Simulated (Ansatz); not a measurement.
Input and command of a plane-wave DFT calculation in Ansatz:

```yaml
crystal:
  lattice:
    - [-1.7332410638, 1.7332410638, 1.3667707346]
    - [1.7332410638, -1.7332410638, 1.3667707346]
    - [1.7332410638, 1.7332410638, -1.3667707346]
  atoms:
    - { symbol: Hf, position: [0.84351362, 0.65648638, 0.5] }
    - { symbol: Hf, position: [0.34351362, 0.84351362, 0.18702724] }
    - { symbol: Hf, position: [0.15648638, 0.34351362, 0.5] }
    - { symbol: Hf, position: [0.65648638, 0.15648638, 0.81297276] }
    - { symbol: Si, position: [0.75, 0.75, 0.0] }
    - { symbol: Si, position: [0.25, 0.25, 0.0] }
basis:
  ecutwfc: 500
kpoints:
  mp_grid: { grid: [10, 10, 10] }
hamiltonian:
  xc: r2scan
scf:
  occupations: { method: gaussian, width: 0.1 }
  max_iter: 94
output:
  forces: true
  stress: true
  eigenvalues: true
```

```bash
ansatz run input.yaml --threads 1 --pin off --max-ram 2560MiB --backend cpu --events-out ev --progress --plain --runs-dir out
```

Processor: Oxide Virtual Turin-like Processor (Zen 5), 1 thread, on a host shared with other jobs.

Problem. How long does it run, and how much memory does it take?

Solution. About 76 s on 1 thread of Oxide Virtual Turin-like Processor (Zen 5), on a shared host, peak memory 0.53 GiB. It solves 68 bands at 102 k points (the mesh reduced by symmetry) with about 409 plane waves, in 11 SCF iterations.
